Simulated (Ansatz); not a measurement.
MnSb:

```
Sb Mn
1.0
     4.15000    0.00000    0.00000
    -2.07500    3.59401    0.00000
     0.00000    0.00000    5.78000
Sb Mn
2 2
Cartesian
  2.0750 1.1980 4.3350
  0.0000 2.3960 1.4450
  0.0000 0.0000 2.8900
  0.0000 0.0000 0.0000
```

| Item | Value |
| --- | --- |
| Program | Ansatz 0.2.0 |
| Task | relaxation of cell and atoms |
| Functional | RPBE |
| Dispersion | D4 |
| Potentials or basis | Ansatz PAW |
| Cutoff | 420 eV (not typed: the program's choice for these potentials) |
| k mesh | 7 × 7 × 5 |
| Occupations | fermi-dirac, width 0.05 eV |
| Spin | collinear spin, ferromagnetic start |
| Starting moments | [0.0, 0.0, 4.0, 4.0] μB |

At the start: volume 21.55 Å³/atom.

Problem. Where does the relaxation end?

Solution. It ends after 6 steps and the volume is 19.10 Å³/atom (-11.4 %); space group P6_3/mmc (No. 194, to 0.05 Å); moment 6.01 μB per cell.

The path:
| step | energy change (eV) | largest force (eV/Å) | volume (Å³) |
| --- | --- | --- | --- |
| 1 | 0.0000 | 0.0000 | 86.21 |
| 2 | -0.2091 | 0.0000 | 75.04 |
| 3 | -0.2138 | 0.0000 | 76.88 |
| 4 | -0.2146 | 0.0000 | 76.45 |
| 5 | -0.2146 | 0.0000 | 76.41 |
| 6 | -0.2103 | 0.0000 | 76.41 |

Final structure:
```cif
data_structure
_symmetry_space_group_name_H-M 'P 1'
_symmetry_Int_Tables_number 1
_cell_length_a 3.9998
_cell_length_b 3.9998
_cell_length_c 5.5148
_cell_angle_alpha 90.000
_cell_angle_beta 90.000
_cell_angle_gamma 120.000
_cell_volume 76.41
loop_
_atom_site_label
_atom_site_type_symbol
_atom_site_fract_x
_atom_site_fract_y
_atom_site_fract_z
_atom_site_occupancy
Sb1 Sb 0.66667 0.33333 0.75000 1
Sb2 Sb 0.33333 0.66667 0.25000 1
Mn1 Mn 0.00000 0.00000 0.50000 1
Mn2 Mn 0.00000 0.00000 0.00000 1
```

Caveat: the plane-wave basis is chosen anew once the cell has moved, so the energies of steps on either side of that aren't comparable; the volume moved by -11 % from the deposited cell, more than functionals usually miss; only a ferromagnetic start was run, and an antiferromagnetic order may lie lower in energy; pairwise dispersion overbinds metals, which lowers pressure and volume; the PAW data sets come from PBE, with cores solved anew for the run's functional, which leaves a small shift of forces and pressure.
